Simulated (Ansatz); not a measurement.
# TiCo (Pm-3m): a single-point run

Aim: a sound single-point run of TiCo (Pm-3m). The structure is shown as the input types it.

Method: DFT PBE, spin-orbit coupling, plane waves, PAW, in Ansatz 0.2.0.

1 further run of the same task is left out (set aside as unsound or not needed).

## (1) The structure to begin with

Symmetry: Pm-3m, No. 221, cubic system. The conventional cell has a = 2.388 Å, b = 2.388 Å, c = 2.388 Å, α = 90.00°, β = 90.00°, γ = 90.00°. Around Ti (site symmetry m-3m) lie 8 Co at 2.07 Å. Co (site symmetry m-3m) is surrounded by 8 Ti at 2.07 Å.

Coordinates:

```xyz
2
Lattice="2.3880 0.0000 0.0000 0.0000 2.3880 0.0000 0.0000 0.0000 2.3880" Properties=species:S:1:pos:R:3 pbc="T T T"
Ti    0.0000    0.0000    0.0000
Co    1.1940    1.1940    1.1940
```

## (2) The calculation

Input file input.yaml:

```yaml
crystal:
  lattice:
    - [2.38800297, 0.0, 0.0]
    - [0.0, 2.38800297, 0.0]
    - [0.0, 0.0, 2.38800297]
  atoms:
    - { symbol: Ti, position: [0.0, 0.0, 0.0], spin: 0.32, spin_axis: [0.0, 0.0, 1.0] }
    - { symbol: Co, position: [0.5, 0.5, 0.5], spin: 1.35, spin_axis: [0.0, 0.0, 1.0] }
basis:
  ecutwfc: 420
  ecutrho_ratio: 4
kpoints:
  mp_grid: { grid: [12, 12, 12] }
hamiltonian:
  xc: pbe
scf:
  occupations: { method: gaussian, width: 0.05 }
  max_iter: 50
output:
  forces: true
  stress: true
magnetization:
  noncollinear: true
  spin_orbit: true
```

Launch:

```bash
$ ansatz run input.yaml --threads 4 --pin off --max-ram 7168MiB --backend cpu --events-out ev --progress --plain --runs-dir out
```

**Question.** How will this run end, and is anything wrong with its input?

The run converged and reported no error, with warnings (seeded moment not kept, stress scf threshold loose). It gives a pressure of 428 GPa, which is large; a structure far from rest gives such values too, whatever the setting.

All distances are much too short, so cores begin to overlap. The shortest distance in the input is 2.07 Å, between atoms 1 (Ti) and 2 (Co).

The cure: use the intended lattice or bond lengths.
